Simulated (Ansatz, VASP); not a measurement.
## PtS2: VASP beside Ansatz

One calculation is typed for both programs; each brings its own data sets. How far apart do they land? The cell is taken from a series of runs on this material, whose earlier steps may have relaxed, scaled, displaced or heated it; both programs get it as it stands.

Program: Ansatz 0.2.0. Level of theory: plane waves, with VASP 6.6.1 beside it; single point at PBE. Results are calculated unless marked as measured.

## 1. The structure

The cell holds 9 atoms: 6 S and 3 Pt. Its edges and angles: a = 3.567 Å, b = 3.567 Å, c = 27.365 Å, α = 90.0°, β = 90.0°, γ = 120.0°. It derives from PtS2. As first built, before any earlier steps moved the atoms (in the runner's words): kind sheets cut from a layered crystal; sheets 3. Vacuum lies along c.

## 2. VASP: single point, PBE

A single point gives forces, pressure and levels at one fixed geometry, so differences don't come from the geometry; what else differs is listed under the comparison.

Lines of VASP's logs that name or quote its potential files are left out, and so is its time.

Contents of INCAR:

```
SYSTEM = PtS2
PREC = Accurate
ENCUT = 400
EDIFF = 1E-06
NELM = 120
ISMEAR = -1
SIGMA = 0.02
LREAL = .FALSE.
ALGO = Normal
GGA = PE
NBANDS = 42
LASPH = .TRUE.
LORBIT = 11
LWAVE = .FALSE.
LCHARG = .FALSE.
ISIF = 2
GGA_COMPAT = .FALSE.
EFERMI = MIDGAP
KPAR = 2
```

Contents of POSCAR:

```
PtS2
1.0
    3.5666665110      0.0000000000      0.0000000000
   -1.7833332555      3.0888238053      0.0000000000
    0.0000000000      0.0000000000     27.3652152000
S Pt
6 3
Direct
    0.3333333333      0.6666666667      0.7181051420
    0.6666666667      0.3333333333      0.6287444390
    0.3333333333      0.6666666667      0.5444075010
    0.6666666667      0.3333333333      0.4555924990
    0.3333333333      0.6666666667      0.3712555610
    0.6666666667      0.3333333333      0.2818948580
    0.0000000000      0.0000000000      0.6728457604
    0.0000000000      0.0000000000      0.5000000000
    0.0000000000      0.0000000000      0.3271542396
```

Contents of KPOINTS:

```
Automatic mesh
0
Gamma
12 12 1
0 0 0
```

PAW data sets: S and Pt (PBE family, release 64).

Run with:

```console
$ mpirun -np 2 vasp_std
```

Numbers of over 12 decimals in the logs are rounded to 6 here.

The log of the run:

```text
[banner, memory and clock lines left out]
running    2 mpi-ranks, on    1 nodes
 distrk:  each k-point on    1 cores,    2 groups
 distr:  one band on    1 cores,    1 groups

 POSCAR found type information on POSCAR S Pt
 POSCAR found :  2 types and       9 ions
 LDA part: xc-table for (Slater+PW92), standard interpolation
 POSCAR, INCAR and KPOINTS ok, starting setup
 FFT: planning ... GRIDC
 FFT: planning ... GRID_SOFT
 FFT: planning ... GRID
 WAVECAR not read
 entering main loop
       N       E                     dE             d eps       ncg     rms          rms(c)
DAV:   1     0.419828529570E+03    0.41983E+03   -0.24507E+04  1596   0.108E+03
DAV:   2    -0.100918210801E+02   -0.42992E+03   -0.41191E+03  2098   0.238E+02
DAV:   3    -0.487683478800E+02   -0.38677E+02   -0.37521E+02  1910   0.744E+01
DAV:   4    -0.500564381138E+02   -0.12881E+01   -0.12772E+01  2016   0.148E+01
DAV:   5    -0.500986755705E+02   -0.42237E-01   -0.42186E-01  2080   0.257E+00    0.309E+01
DAV:   6    -0.468409863095E+02    0.32577E+01   -0.21612E+01  1764   0.312E+01    0.213E+01
DAV:   7    -0.462964087760E+02    0.54458E+00   -0.57560E+00  1708   0.178E+01    0.758E+00
DAV:   8    -0.461466923890E+02    0.14972E+00   -0.44580E-01  1904   0.399E+00    0.213E+00
DAV:   9    -0.461086607330E+02    0.38032E-01   -0.13976E-01  1886   0.259E+00    0.466E-01
DAV:  10    -0.461103272072E+02   -0.16665E-02   -0.16230E-02  1944   0.588E-01    0.482E-01
DAV:  11    -0.461106451700E+02   -0.31796E-03   -0.12839E-03  1958   0.204E-01    0.261E-01
DAV:  12    -0.461108923942E+02   -0.24722E-03   -0.13463E-03  1872   0.218E-01    0.323E-01
DAV:  13    -0.461108049080E+02    0.87486E-04   -0.16870E-04  1862   0.773E-02    0.274E-01
DAV:  14    -0.461106816549E+02    0.12325E-03   -0.19698E-04  1878   0.501E-02    0.139E-01
DAV:  15    -0.461106656606E+02    0.15994E-04   -0.44295E-05  1960   0.251E-02    0.681E-02
DAV:  16    -0.461106647164E+02    0.94419E-06   -0.47600E-06  1834   0.865E-03
   1 F= -.46110665E+02 E0= -.46110665E+02  d E =-.632308E-08
```

OUTCAR, selected parts (step 2):

```text
ion  position               nearest neighbor table
   1  0.333  0.667  0.718-   7 2.40   7 2.40   7 2.40
   2  0.667  0.333  0.629-   7 2.39   7 2.39   7 2.39
   3  0.333  0.667  0.544-   8 2.39   8 2.39   8 2.39
   4  0.667  0.333  0.456-   8 2.39   8 2.39   8 2.39
   5  0.333  0.667  0.371-   9 2.39   9 2.39   9 2.39
   6  0.667  0.333  0.282-   9 2.40   9 2.40   9 2.40
   7  0.000  0.000  0.673-   2 2.39   2 2.39   2 2.39   1 2.40   1 2.40   1 2.40
   8  0.000  0.000  0.500-   3 2.39   4 2.39   3 2.39   4 2.39   4 2.39   3 2.39
   9  0.000  0.000  0.327-   5 2.39   5 2.39   5 2.39   6 2.40   6 2.40   6 2.40

  LATTYP: Found a hexagonal cell.
 ALAT       =     3.5666665110
 C/A-ratio  =     7.6724905779

 Subroutine GETGRP returns: Found 12 space group operations
 (whereof 12 operations were pure point group operations)

The static configuration has the point symmetry D_3d.

 Found     19 irreducible k-points:

   k-points           NKPTS =     19   k-points in BZ     NKDIM =     19   number of bands    NBANDS=     42

   dimension x,y,z NGX =    24 NGY =   24 NGZ =  180
   dimension x,y,z NGXF=    48 NGYF=   48 NGZF=  360

   ENCUT  =  400.0 eV  29.40 Ry    5.42 a.u.   5.82  5.82 44.63*2*pi/ulx,y,z

   NELECT =      66.0000    total number of electrons

 k-points in reciprocal lattice and weights: Automatic mesh
   0.00000000  0.00000000  0.00000000       0.007
   0.08333333 -0.00000000  0.00000000       0.042
   0.16666667  0.00000000  0.00000000       0.042
   0.25000000  0.00000000  0.00000000       0.042
   0.33333333  0.00000000  0.00000000       0.042
   0.41666667 -0.00000000  0.00000000       0.042
   0.50000000  0.00000000  0.00000000       0.021
   0.08333333  0.08333333  0.00000000       0.042
   0.16666667  0.08333333  0.00000000       0.083
[...]
0.33333333  0.25000000  0.00000000       0.083
   0.33333333  0.33333333  0.00000000       0.014

 average (electrostatic) potential at core
       1 -90.8267       2 -91.0469       3 -91.0418       4 -91.0418       5 -91.0469
       6 -90.8267       7 -73.8669       8 -73.9138       9 -73.8669

 E-fermi :   1.6010

 k-point     1 :       0.0000    0.0000    0.0000
  band No.  band energies     occupation
    ...
     29      -0.0494      2.00000
     30       0.0757      2.00000
     31       0.0757      2.00000
     32       0.4960      2.00000
     33       1.2352      2.00000
     34       3.0766      0.00000
     35       3.0766      0.00000
     36       3.4691      0.00000
     37       3.4691      0.00000
     38       3.7802      0.00000
    ...

 k-point     2 :       0.0833   -0.0000    0.0000
  band No.  band energies     occupation
    ...
     29       0.0381      2.00000
     30       0.1210      2.00000
     31       0.1415      2.00000
     32       0.9260      2.00000
     33       1.2797      2.00000
     34       2.7740      0.00000
     35       2.9356      0.00000
     36       3.0648      0.00000
     37       3.3602      0.00000
     38       3.3712      0.00000
    ...

 k-point     3 :       0.1667    0.0000    0.0000
  band No.  band energies     occupation
    ...
     29       0.0622      2.00000
     30       0.1610      2.00000
     31       0.1654      2.00000
     32       0.7744      2.00000
     33       1.1897      2.00000
     34       2.4354      0.00000
     35       2.5550      0.00000
     36       2.6880      0.00000
     37       2.7607      0.00000
     38       3.1521      0.00000
    ...

  Total        3.0621757      3.0621757      2.4881437      0.0000000     -0.0000000      0.0000000
  in kB       16.2736953     16.2736953     13.2230467      0.0000000     -0.0000000      0.0000000
  external PRESSURE =      15.2568124 kB  Pullay stress =       0.0000000 kB

  energy-cutoff  :      400.00
  volume of cell :      301.48
      direct lattice vectors                 reciprocal lattice vectors
     3.566666511  0.000000000  0.000000000     0.280373844  0.161873914  0.000000000
    -1.783333256  3.088823805  0.000000000     0.000000000  0.323747829  0.000000000
     0.000000000  0.000000000 27.365215200     0.000000000  0.000000000  0.036542742

 POSITION                                       TOTAL-FORCE (eV/Angst)
 -----------------------------------------------------------------------------------
     -0.00000      2.05922     19.65110        -0.000000     -0.000000      0.059719
      1.78333      1.02961     17.20573         0.000000     -0.000000      0.105172
     -0.00000      2.05922     14.89783        -0.000000      0.000000     -0.050990
      1.78333      1.02961     12.46739         0.000000     -0.000000      0.050990
     -0.00000      2.05922     10.15949        -0.000000      0.000000     -0.105172
      1.78333      1.02961      7.71411         0.000000      0.000000     -0.059719
      0.00000      0.00000     18.41257        -0.000000     -0.000000      0.129355
      0.00000      0.00000     13.68261        -0.000000     -0.000000      0.000000
      0.00000      0.00000      8.95265        -0.000000      0.000000     -0.129355
 -----------------------------------------------------------------------------------
    total drift:                               -0.000000      0.000000      0.000000

  FREE ENERGIE OF THE ION-ELECTRON SYSTEM (eV)
  ---------------------------------------------------
  free  energy   TOTEN  =       -46.1106647164 eV

  energy  without entropy=      -46.1106647101  energy(sigma->0) =      -46.11066471

 total charge
# of ion       s       p       d       tot
------------------------------------------
    1        1.360   2.275   0.000   3.635
    2        1.366   2.264   0.000   3.630
    3        1.366   2.265   0.000   3.631
    4        1.366   2.265   0.000   3.631
    5        1.366   2.264   0.000   3.630
    6        1.360   2.275   0.000   3.635
    7        0.692   0.774   7.971   9.437
    8        0.696   0.779   7.983   9.458
    9        0.692   0.774   7.971   9.437
--------------------------------------------------
tot         10.265  15.933  23.925  50.123

[... 3 further parts left out ...]
```

(Part 1 of 2 ends here.)

[Lines on the potential files, build, host, timing and source positions are cut from VASP's logs without a mark.]

[Logs are printed without paths, hosts, clocks, repeated set-up lines and the standing remarks that a program may print on its own settings, such as how far it seeks lower states.]

[Hosts, paths, dates, database ids (printed as entryN), source tags and the programs' standing remarks are cut or masked in the printed files.]
